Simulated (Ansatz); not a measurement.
## Calculated O-17 NMR of the central transition for SiO2

Cell: a computed structure from the Materials Project (it need not be an observed phase) whose atoms were relaxed with PBE, the cell held.

Space group P2_13 (No. 198); a = 7.0818 Å.

| site | Wyckoff | site symmetry | x | y | z |
| --- | --- | --- | --- | --- | --- |
| Si1 | 4a | .3. | 0.9771 | 0.5229 | 0.4771 |
| Si5 | 4a | .3. | 0.7142 | 0.7858 | 0.2142 |
| O9 | 12b | 1 | 0.8607 | 0.3328 | 0.5326 |
| O17 | 4a | .3. | 0.1542 | 0.1542 | 0.1542 |

One atom of each set is listed.

All values are calculated (Ansatz; DFT, PBE, plane waves and PAW, scalar-relativistic, 420 eV cutoff, Γ-centred 3×3×3 k-points, Fermi–Dirac smearing 0.02 eV), not measured.

O-17 has I = 5/2 and Q = -25.58 mb (Pyykkö 2018); at 21.1 T its Larmor frequency is ν₀ = 121.8 MHz. Only the quadrupole interaction is simulated: positions count from each site's isotropic chemical shift, and J coupling is left out, as are shift anisotropy and dipolar coupling, which fast spinning averages.

Question: Give C_Q, η, the quadrupolar product P_Q = |C_Q|(1 + η²/3)^½, the second-order isotropic shift and the breadth of the pattern (fast magic-angle spinning) for each O site.

Answer: 

```json
{"site": "O9", "first shell": "2 Si at 1.62–1.63 Å, angle 142°", "C_Q (MHz)": "-5.83", "η": "0.22", "P_Q (MHz)": "5.87", "δ_QIS (ppm)": "-13.9", "breadth (kHz)": "3.85"}
{"site": "O17", "first shell": "2 Si at 1.61 Å, angle 180°", "C_Q (MHz)": "-6.54", "η": "0.00", "P_Q (MHz)": "6.54", "δ_QIS (ppm)": "-17.3", "breadth (kHz)": "4.52"}
```

δ_QIS = −(ν_Q²/30ν₀²)[I(I+1) − 3/4](1 + η²/3) × 10⁶ ppm with ν_Q = 3|C_Q|/[2I(2I−1)]; it falls as 1/B₀² in ppm, and the breadth as 1/B₀ in kHz.

An axis of threefold or higher order runs through O17, so V_zz lies along it and η is zero. At O9 V_zz runs parallel to the line that joins its two neighbours (within 1°).
